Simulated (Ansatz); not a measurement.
Al: energy along a strain

Al, P6_3/mmc, a = 2.812 Å, c = 4.867 Å (as given, not relaxed at this level: -3.2 GPa). This isn't the element's structure at ambient conditions. Ansatz: PBE+D3(BJ), PAW, 420 eV, Γ-centred 18×18×10 mesh on 2 atoms, Gaussian smearing 0.15 eV; no spin polarisation. Cell vectors (Å): 2.812 0.000 0.000; -1.406 2.436 0.000; 0.000 0.000 4.867. The cell is strained by x per cent times the pattern (1 -1 0 0 0 0) in the order xx yy zz yz xz xy (engineering shears), with fractional coordinates held. y is the free energy over the start, V0 = 16.669 Å³/atom.

```
x (%) y (meV/atom)
-2.00          2.72
-1.50          1.61
-1.00             ?
-0.50          0.21
 0.00          0.00
 0.50          0.20
 1.00          0.73
 1.50          1.48
 1.75          1.94
 2.00          2.45
```

Task: Fit y = c1 x + c2 x² + c3 x³ to the other rows, get the stiffness along the pattern, and predict the missing energy.

Result: Least squares on the rows shown. y = 0.03161 x + 0.6584 x² − 0.02548 x³. The clamped-ion stiffness p·C·p = 2 × 6.584 eV × 160.2 / 16.669 Å³ = 127 GPa (second derivative at the start, which stands under stress). With a term in x⁴ added, the coefficient of x² becomes 0.7489, 14 % more, which shows how far this figure hangs on the form. At x = -1.00 the fit asked for gives 0.65 meV/atom. The run gave 0.78 meV/atom, so the fit is 0.13 meV/atom too low, small in itself but 5 % of the span of the series.

Cost: 10 runs of about 1.3 core-minutes in all, on Intel Xeon Platinum 8259CL (Skylake/Cascade Lake) (shared hosts).

The energy rises more slowly than quadratically on both sides of the start, so a cubic form, whose only even term is x², averages this softening into its curvature. That explains both the low prediction at -1.00 and the larger x² coefficient once a quartic term is allowed; 127 GPa is therefore probably an underestimate of the clamped-ion stiffness at vanishing strain. The softening may reflect strain-induced shifts of bands near the Fermi level, though incomplete Brillouin-zone sampling could contribute.

Negative strain costs more at every matched amplitude. It shortens the close-packed rows along x, where repulsion rises steeply, whereas positive strain spreads a smaller shortening over the other in-plane neighbours. Hexagonal symmetry permits this cubic asymmetry but forbids a linear term for this pattern, so the fitted 0.03161 is an artefact rather than a residual shear stress. The same strain also allows the two sublattices to shift against each other, and relaxing that shift could only lower the stiffness.
